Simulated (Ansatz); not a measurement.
We consider tetradymite Sb2Te3, described by r²SCAN (plane waves, PAW; Ansatz, an electronic-structure program).

Numerical settings: plane-wave cutoff 600 eV, 10×10×10 k mesh, scalar-relativistic PAW data made under PBE.

Computed at the level's own relaxed cell.

Elastic tensor (GPa, Voigt notation, ions relaxed):

```
   69.0    17.4    11.5    -5.8     0.0     0.0
   17.4    69.0    11.5     5.8     0.0     0.0
   11.5    11.5    19.8     0.0     0.0     0.0
   -5.8     5.8     0.0    11.3     0.0     0.0
    0.0     0.0     0.0     0.0    11.3    -5.8
    0.0     0.0     0.0     0.0    -5.8    25.8
```

### Question
Work out the Voigt, Reuss and Hill averages of the bulk and shear moduli, Young's modulus and Poisson's ratio from the printed constants.

### Answer
K_V = [C11 + C22 + C33 + 2(C12 + C13 + C23)]/9 = [157.8 + 2 × 40.4]/9 = 26.5 GPa. G_V = [157.8 − 40.4 + 3 × 48.4]/15 = 17.5 GPa. From the compliances S = C⁻¹, K_R = 18.1 and G_R = 12.6 GPa. Hill means: K = 22.3, G = 15.1 GPa. E = 9KG/(3K + G) = 37 GPa, ν = (3K − 2G)/(6K + 2G) = 0.22, K/G = 1.48.

Note: the cell comes from a level without a dispersion term, which matters for the spacing of layers, chains or molecules.

The computed numbers hold no vibrational or temperature effects.
